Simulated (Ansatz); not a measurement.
**Selenium (omega (AlB2-type)) across density functionals**

All rows: Ansatz, plane waves with scalar-relativistic PAW, 420 eV (500 eV for the SCAN forms), relaxed under each functional, no dispersion correction, no zero-point motion. B₀ comes from uniform scaling at fixed shape; a dash is a value not given.

```csv
functional,V (Å³/atom),cell,B₀ (GPa),magnetic state,ΔE to trigonal (grey) selenium (meV/atom)
PBE,21.25,"a = 4.699 Å, c = 3.334 Å (c/a = 0.709)",67,spin not included,609
PBEsol,19.78,"a = 4.676 Å, c = 3.133 Å (c/a = 0.670)",82,spin not included,500
LDA,19.41,"a = 4.654 Å, c = 3.105 Å (c/a = 0.667)",87,spin not included,486
revPBE,21.86,"a = 4.707 Å, c = 3.418 Å (c/a = 0.726)",62,spin not included,741
RPBE,22.13,"a = 4.710 Å, c = 3.456 Å (c/a = 0.734)",59,spin not included,782
```

LDA gives the smallest volume and RPBE the largest.
